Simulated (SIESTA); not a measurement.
Runs of SIESTA 5.4.2 on SiC (Moissanite). The structure is hexagonal, space group P6_3mc (No. 186). The conventional cell has a = 3.076 Å, b = 3.076 Å, c = 5.048 Å, α = 90.00°, β = 90.00°, γ = 120.00°. Si (site symmetry 3m) is surrounded by 4 C at 1.87 to 1.94 Å. Around C (site symmetry 3m) lie 4 Si at 1.87 to 1.94 Å. 

```csv
task,level,potentials or basis,cell,k mesh,optimiser,force tolerance,stress tolerance (GPa),broadening (eV),window to (eV),grid cutoff,energy shift,gap on the mesh (eV),pressure (GPa),relaxed volume (Å³/atom),largest force (eV/Å)
relaxation of cell and atoms,LDA,"PseudoDojo 0.4 standard (LDA files), DZP (energy shift 0.002 Ry)",relaxed,8 × 8 × 4,Broyden,0.01 eV/Å,0.05,-,-,500 Ry,0.002 Ry,2.41,0.0,10.27,-
relaxation of cell and atoms,PBE,"PseudoDojo 0.4 standard (PBE files), SZ (energy shift 0.05 Ry)",relaxed,10 × 10 × 5,Broyden,0.02 eV/Å,-,-,-,500 Ry,0.05 Ry,4.70,0.0,10.75,-
relaxation of cell and atoms,PBEsol,"PseudoDojo 0.4 standard (PBEsol files), DZP (energy shift 0.002 Ry)",relaxed,8 × 8 × 4,Broyden,0.01 eV/Å,0.05,-,-,750 Ry,0.002 Ry,(a),0.0,(b),0.01
optical spectrum,LDA,"PseudoDojo 0.4 standard (LDA files), TZP (energy shift 0.002 Ry)",as given,8 × 8 × 4,-,-,-,0.1 eV,40 eV,500 Ry,0.002 Ry,2.46,(c),-,0.78
```

Alike in all rows: no spin polarisation; smearing fermi-dirac 0.05 eV.

Task: Estimate the missing entries.

Result: (a) 2.40; (b) 10.50; (c) -1.9.

Caveats: the basis of atomic orbitals isn't converged, which shifts pressures, moduli and gaps; the basis has no polarisation orbitals (some runs); an odd mesh through Γ misses points on the zone boundary, where band edges often lie (some runs); spectra need much finer meshes, so this one isn't converged (some runs); independent-particle spectra lack excitons (some runs).
